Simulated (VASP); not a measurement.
# Al2O3 (P-6m2) in VASP: a series of runs

The runs below take Al2O3 through single point, with LDA.

Everything below comes from runs of VASP 6.6.1. Logs are shortened: lines on timing, memory, paths and dates and some standing lists are left out, and cuts for length are marked.

## 1. The structure

Symmetry: P-6m2, No. 187, hexagonal system. The conventional cell has a = 2.884 Å, b = 2.884 Å, c = 9.337 Å, α = 90.00°, β = 90.00°, γ = 120.00°. Al (site symmetry 3m) is surrounded by 3 O at 1.80 Å. O (site symmetry 3m) has 3 Al at 1.80 Å as nearest neighbours. O (site symmetry -6m2) has 6 Al at 2.18 Å as nearest neighbours.

Measurements of this composition are mostly on another form, of space group No. 167.

## 2. Single point, LDA

INCAR

```
SYSTEM = Al2O3
PREC     = Accurate       ! precision mode
ENCUT    = 250            ! plane-wave cutoff, eV
EDIFF    = 1E-7           ! SCF threshold, eV
ISMEAR   = 0              ! smearing method
SIGMA    = 0.05           ! smearing width, eV
LREAL    = .FALSE.        ! projectors in reciprocal space
LASPH    = .TRUE.         ! aspherical terms in the spheres
NELM     = 100            ! most SCF steps
ALGO     = Normal         ! electronic algorithm
ISIF     = 2              ! what is computed and relaxed
LWAVE    = .FALSE.        ! write WAVECAR
LCHARG   = .FALSE.        ! write CHGCAR
GGA      = CA             ! functional
NBANDS   = 20             ! bands
ADDGRID  = .FALSE.
```

KPOINTS

```
Automatic mesh
0
G
  9 9 3
  0 0 0
```

POSCAR

```
Al2O3
1.0
    2.8843249483      0.0000000000      0.0000000000
   -1.4421624742      2.4978986780      0.0000000000
    0.0000000000      0.0000000000      9.3367544600
Al O
2 3
Direct
    0.0000000000      0.0000000000      0.8500076700
    0.0000000000      0.0000000000      0.1499923300
    0.3333333333      0.6666666667      0.7776830800
    0.6666666667      0.3333333333      0.0000000000
    0.3333333333      0.6666666667      0.2223169200
```

Potentials or basis: VASP PAW LDA potentials, release 64 (Al, O).

Started as:

```
$ cat potpaw_LDA.64/Al/POTCAR potpaw_LDA.64/O/POTCAR > POTCAR
$ mpirun -np 1 vasp_std > vasp.out
```

OUTCAR:

```text
SYSTEM = Al2O3
   PREC = Accurate
   ENCUT = 250
   EDIFF = 1E-7
   ISMEAR = 0
   LREAL = .FALSE.
   LASPH = .TRUE.
   NELM = 100
   ISIF = 2
   GGA = CA

 Found     24 irreducible k-points:

 Following reciprocal coordinates:
            Coordinates               Weight
  0.000000  0.000000  0.000000      1.000000
  0.111111  0.000000  0.000000      6.000000
  0.222222  0.000000  0.000000      6.000000
  0.333333  0.000000  0.000000      6.000000
  0.444444  0.000000  0.000000      6.000000
  0.111111  0.111111  0.000000      6.000000
   k-points           NKPTS =     24   k-points in BZ     NKDIM =     24   number of bands    NBANDS=     20
   number of dos      NEDOS =    301   number of ions     NIONS =      5
   total plane-waves  NPLWV =  12288
   dimension x,y,z NGX =    16 NGY =   16 NGZ =   48
   dimension x,y,z NGXF=    32 NGYF=   32 NGZF=   96
   ions per type =               2   3
   NGX,Y,Z   is equivalent  to a cutoff of   9.22,  9.22,  8.55 a.u.
   NGXF,Y,Z  is equivalent  to a cutoff of  18.44, 18.44, 17.09 a.u.
 SYSTEM =  Al2O3
   PREC   = accura    normal or accurate (medium, high low for compatibility)
   ISTART =      0    job   : 0-new  1-cont  2-samecut
   ICHARG =      2    charge: 1-file 2-atom 10-const
   ISPIN  =      1    spin polarized calculation?
   LNONCOLLINEAR =      F non collinear calculations
   LSORBIT =      F    spin-orbit coupling
   LASPH  =      T    aspherical Exc in radial PAW
   ENCUT  =  250.0 eV  18.37 Ry    4.29 a.u.   3.72  3.72 12.04*2*pi/ulx,y,z
   NELM   =    100;   NELMIN=  2; NELMDL= -5     # of ELM steps
   EDIFF  = 0.1E-06   stopping-criterion for ELM
   LREAL  =      F    real-space projection
   EDIFFG = 0.1E-05   stopping-criterion for IOM
   NSW    =      0    number of steps for IOM
   IBRION =     -1    ionic relax: 0-MD 1-quasi-New 2-CG
   NFREE  =      0    steps in history (QN), initial steepest desc. (CG)
   ISIF   =      2    stress and relaxation
   ISYM   =      2    0-nonsym 1-usesym 2-fastsym
   POTIM  = 0.5000    time-step for ionic-motion
   TEBEG  =    0.0;   TEEND  =   0.0 temperature during run
   PSTRESS=    0.0 pullay stress
   NELECT =      24.0000    total number of electrons
   NUPDOWN=      -1.0000    fix difference up-down
   EMIN   =  10.00;   EMAX   =-10.00  energy-range for DOS
   EFERMI =   0.00;   METHOD = LEGACY
   ISMEAR =     0;   SIGMA  =   0.05  broadening in eV -4-tet -1-fermi 0-gaus
   EFERMI_NEDOS =   21; number of points for ismear=-14 and -15
   IALGO  =     38    algorithm
   IMIX   =      4    mixing-type and parameters
     AMIX     =   0.40;   BMIX     =  1.00
     AMIX_MAG =   1.60;   BMIX_MAG =  1.00
  volume/ion in A,a.u.               =      13.45        90.79
  Fermi-wavevector in a.u.,A,eV,Ry     =   1.161111  2.194181 18.343074  1.348178
  Thomas-Fermi vector in A             =   2.297686
   LORBIT       =      0    0 simple, 1 ext, 2 COOP (PROOUT), +10 PAW based schemes
   GGA     = CA    functional components
   LHFCALC =     F    Hartree Fock is set to
   AEXX    =    0.0000 exact exchange contribution
   IVDW    =     0    specifies the selected vdW correction
   LEPSILON=     F    determine dielectric tensor
   LRPA    =     F    only Hartree local field effects (RPA)
 non-spin polarized calculation
 Gauss-broadening in eV      SIGMA  =   0.05
  energy-cutoff  :      250.00
  volume of cell :       67.27
 maximum number of plane-waves:       618
 NGX is ok and might be reduce to    16
   NGX =  7   NGY =  7   NGZ = 25

 number of electron      23.9999963 magnetization

 Free energy of the ion-electron system (eV)
  ---------------------------------------------------
  ext. energy  EPLUGINS =         0.00000000
  ---------------------------------------------------
  free energy    TOTEN  =       -41.29895619 eV

  energy without entropy =      -41.29895619  energy(sigma->0) =      -41.29895619

 E-fermi :   0.7355     XC(G=0):  -8.9072

 val. band max:        0.4464532120   @ k =   0.3333   0.3333   0.0000
 cond. band min:       5.1380321065   @ k =   0.0000   0.0000   0.0000
 fundamental gap:      4.6915788945
 Fermi energy:         0.7354731171

 k-point     1 :       0.0000    0.0000    0.0000
  band No.  band energies     occupation
      1     -18.2703      2.00000
      2     -17.2774      2.00000
      3     -16.1027      2.00000
      4      -4.5726      2.00000
      5      -1.7204      2.00000
      6      -1.0964      2.00000
[... 12 lines left out ...]
     19      15.2447      0.00000
     20      15.2494      0.00000

 k-point     2 :       0.1111    0.0000    0.0000
  band No.  band energies     occupation
      1     -18.1270      2.00000
      2     -17.1591      2.00000
      3     -16.0525      2.00000
      4      -4.4890      2.00000
      5      -2.0990      2.00000
      6      -1.4634      2.00000
[... 12 lines left out ...]
     19      14.1655      0.00000
     20      15.2920      0.00000

 k-point     3 :       0.2222    0.0000    0.0000
  band No.  band energies     occupation
      1     -17.7174      2.00000
      2     -16.8549      2.00000
      3     -15.9196      2.00000
      4      -4.4050      2.00000
      5      -3.2585      2.00000
      6      -2.3645      2.00000
[... 12 lines left out ...]
     19      13.5169      0.00000
     20      14.1065      0.00000

 k-point     4 :       0.3333    0.0000    0.0000
  band No.  band energies     occupation
      1     -17.1446      2.00000
      2     -16.4914      2.00000
      3     -15.8046      2.00000
      4      -4.8001      2.00000
      5      -4.5780      2.00000
      6      -3.2744      2.00000
[... 12 lines left out ...]
     19      13.4899      0.00000
     20      14.3011      0.00000

 k-point     5 :       0.4444    0.0000    0.0000
  band No.  band energies     occupation
      1     -16.6090      2.00000
      2     -16.2225      2.00000
      3     -15.8700      2.00000
      4      -5.3855      2.00000
      5      -5.2998      2.00000
      6      -3.8776      2.00000
[... 12 lines left out ...]
     19      13.9749      0.00000
     20      14.5995      0.00000

 k-point     6 :       0.1111    0.1111    0.0000
  band No.  band energies     occupation
      1     -17.8518      2.00000
      2     -16.9474      2.00000
      3     -15.9513      2.00000
      4      -4.3741      2.00000
      5      -2.7511      2.00000
      6      -2.3059      2.00000
[... 12 lines left out ...]
     19      13.6200      0.00000
     20      14.3087      0.00000

 [... further k-points ...]
[... 5 lines left out ...]
  --------------------------------------------------------------------------------------
  -------------------------------------------------------------------------------------
  Total      -32.1934856    -32.1934856    -32.2929176      0.0000000      0.0000000     -0.0000000
  in kB     -766.7674005   -766.7674005   -769.1356205      0.0000000      0.0000000     -0.0000000
  external PRESSURE =    -767.5568072 kB  Pullay stress =       0.0000000 kB

 VOLUME and BASIS-vectors are now :
 -----------------------------------------------------------------------------
  energy-cutoff  :      250.00
  volume of cell :       67.27
      direct lattice vectors                 reciprocal lattice vectors
     2.884324948  0.000000000  0.000000000     0.346701574  0.200168247  0.000000000
    -1.442162474  2.497898678  0.000000000     0.000000000  0.400336494  0.000000000
     0.000000000  0.000000000  9.336754460     0.000000000  0.000000000  0.107103598

 POSITION                                       TOTAL-FORCE (eV/Angst)
 -----------------------------------------------------------------------------------
      0.00000      0.00000      7.93631        -0.000000     -0.000000     -0.089943
      0.00000      0.00000      1.40044        -0.000000      0.000000      0.089943
     -0.00000      1.66527      7.26104         0.000000     -0.000000      0.492504
      1.44216      0.83263      0.00000         0.000000      0.000000      0.000000
     -0.00000      1.66527      2.07572         0.000000      0.000000     -0.492504
 -----------------------------------------------------------------------------------
    total drift:                               -0.000004      0.000002     -0.000000

  FREE ENERGIE OF THE ION-ELECTRON SYSTEM (eV)
  ---------------------------------------------------
  free  energy   TOTEN  =       -41.2989561939 eV

  energy  without entropy=      -41.2989561939  energy(sigma->0) =      -41.29895619
```

Run time: 6.5 s. Hardware: 1 thread of Intel Xeon Platinum 8488C (Sapphire Rapids), shared host; peak memory 0.12 GiB.

The run converged, but a check on its numbers failed (symmetry, net force, bounds or a known fault of this set-up), so they aren't taken as properties of the crystal.

Caveat: the cutoff lies under the usual one of these potentials, so the numbers hold a large basis-set error; a pressure of tens of GPa on the cell as given is suspect, and the run, the potentials or the cell itself is likely at fault; an odd mesh through Γ misses points on the zone boundary, where band edges often lie.

## 3. Single point, LDA

INCAR: that of step 2 with these lines changed.

```diff
@@ -2,6 +2,6 @@
 PREC     = Accurate       ! precision mode
-ENCUT    = 250            ! plane-wave cutoff, eV
+ENCUT    = 400            ! plane-wave cutoff, eV
 EDIFF    = 1E-7           ! SCF threshold, eV
 ISMEAR   = 0              ! smearing method
-SIGMA    = 0.05           ! smearing width, eV
+SIGMA    = 0.5            ! smearing width, eV
 LREAL    = .FALSE.        ! projectors in reciprocal space
```

KPOINTS

```
Automatic mesh
0
G
  8 8 2
  0 0 0
```

POSCAR is that of step 2.

Potentials or basis: VASP PAW LDA potentials, release 64 (Al, O).

Started as:

```
$ cat potpaw_LDA.64/Al/POTCAR potpaw_LDA.64/O/POTCAR > POTCAR
$ mpirun -np 1 vasp_std > vasp.out
```

Run time: 13 s. Hardware: 1 thread of Intel Xeon Platinum 8488C (Sapphire Rapids), shared host; peak memory 0.14 GiB.

The run converged, but some of its settings lie outside the range that counts as converged, so its numbers aren't taken as properties of the crystal.

What came out:

* Free energy: -40.1655 eV
* Largest force: 0.488 eV/Å
* Band gap on the k mesh: 4.75 eV, indirect (least direct gap 5.00 eV)

Caveat: the cutoff is under 1.25 times the usual one of these potentials, so pressure, stress and relaxed cells hold a basis-set (Pulay) error.

## 4. Single point, LDA

INCAR: that of step 3 with these lines changed.

```diff
@@ -5,3 +5,3 @@
 ISMEAR   = 0              ! smearing method
-SIGMA    = 0.5            ! smearing width, eV
+SIGMA    = 0.1            ! smearing width, eV
 LREAL    = .FALSE.        ! projectors in reciprocal space
```

KPOINTS is that of step 3.

POSCAR is that of step 3.

Started as:

```
$ cat potpaw_LDA.64/Al/POTCAR potpaw_LDA.64/O/POTCAR > POTCAR
$ mpirun -np 1 vasp_std > vasp.out
```

It took 13 s on 1 thread of Intel Xeon Platinum 8488C (Sapphire Rapids), shared host; peak memory 0.14 GiB.

These settings aren't checked as converged: the numbers below hold their error.

What came out:

```yaml
Free_energy: -40.1655 eV
Largest_force: 0.488 eV/Å
Band_gap_on_the_k_mesh: 4.75 eV, indirect (least direct gap 5.00 eV)
```

Caveat: the cutoff is under 1.25 times the usual one of these potentials, so pressure, stress and relaxed cells hold a basis-set (Pulay) error.

## 5. Single point, LDA

INCAR: that of step 4 with these lines changed.

```diff
@@ -1,3 +1,3 @@
 SYSTEM = Al2O3
-PREC     = Accurate       ! precision mode
+PREC     = Low            ! precision mode
 ENCUT    = 400            ! plane-wave cutoff, eV
@@ -5,3 +5,3 @@
 ISMEAR   = 0              ! smearing method
-SIGMA    = 0.1            ! smearing width, eV
+SIGMA    = 0.05           ! smearing width, eV
 LREAL    = .FALSE.        ! projectors in reciprocal space
```

KPOINTS is that of step 4.

POSCAR is that of step 4.

Started as:

```
$ cat potpaw_LDA.64/Al/POTCAR potpaw_LDA.64/O/POTCAR > POTCAR
$ mpirun -np 1 vasp_std > vasp.out
```

It took 7.5 s on 1 thread of Intel Xeon Platinum 8488C (Sapphire Rapids), shared host; peak memory 0.11 GiB.

These settings aren't checked as converged: the numbers below hold their error.

Results:

| Item | Value |
| --- | --- |
| Free energy | -40.1786 eV |
| Largest force | 0.488 eV/Å |
| Band gap on the k mesh | 4.75 eV, indirect (least direct gap 5.00 eV) |

Caveat: the cutoff is under 1.25 times the usual one of these potentials, so pressure, stress and relaxed cells hold a basis-set (Pulay) error.
